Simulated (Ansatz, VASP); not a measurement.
## Two plane-wave programs on HfB2

INCAR

```
ALGO = Normal
EDIFF = 1E-6
ENCUT = 520
GGA = PE
ISIF = 2
ISMEAR = -1
LASPH = True
LCHARG = False
LREAL = False
LWAVE = False
NBANDS = 15
NELM = 100
PREC = Accurate
SIGMA = 0.05
```

File KPOINTS:

```
k-points
0
Gamma
  10 10 8
```

Contents of POSCAR:

```
HfB2
1.0
    3.1813205280      0.0000000000      0.0000000000
   -1.5906602640      2.7551043948      0.0000000000
    0.0000000000      0.0000000000      3.5257947253
Hf B
1 2
Direct
    0.0000000000      0.0000000000      0.0000000000
    0.6666666667      0.3333333333      0.5000000000
    0.3333333333      0.6666666667      0.5000000000
```

The input input.yaml:

```yaml
crystal:
  lattice:
    - [3.181320528, 0.0, 0.0]
    - [-1.590660264, 2.7551043948, 0.0]
    - [0.0, 0.0, 3.5257947253]
  atoms:
    - { symbol: Hf, position: [0.0, 0.0, 0.0] }
    - { symbol: B, position: [0.6666666667, 0.3333333333, 0.5] }
    - { symbol: B, position: [0.3333333333, 0.6666666667, 0.5] }
hamiltonian:
  xc: pbe
  pseudopotentials: { kind: paw, azcp: { folder: soft_1 } }
kpoints:
  mp_grid: { grid: [10, 10, 8] }
scf:
  occupations: { method: fermi_dirac, width: 0.05 }
output:
  forces: true
  stress: true
  eigenvalues: true
  write_density: true
  write_potential: true
  elf: true
  volumetric_format: npy
```

Alike in both runs: task single point; functional PBE; k mesh 10 × 10 × 8; occupations fermi-dirac, width 0.05 eV; no spin polarisation.

```csv
,VASP,Ansatz
version,VASP 6.6.1,Ansatz 0.2.0
potentials or method,"VASP PAW PBE potentials, release 64 (Hf_pv, B)",Ansatz PAW soft_1
plane-wave cutoff (eV),520,420
valence electrons in the cell,16,32
```

Ansatz gave:

| Quantity | Value |
| --- | --- |
| gap on the k mesh at the Fermi level (eV) | none |
| pressure (GPa) | -7.9 |
| largest component of the traceless stress (GPa) | 1.12 |

Q: What did VASP give for the same quantities?

A: gap on the k mesh at the Fermi level (eV): none; pressure (GPa): -8.4; largest component of the traceless stress (GPa): 1.22.

A gap of «none» marks a metal or a gap that the smearing closes. The two sets of potentials don't hold the same shells in valence.

The runs have no spin-orbit coupling, so splittings on Hf are missing.
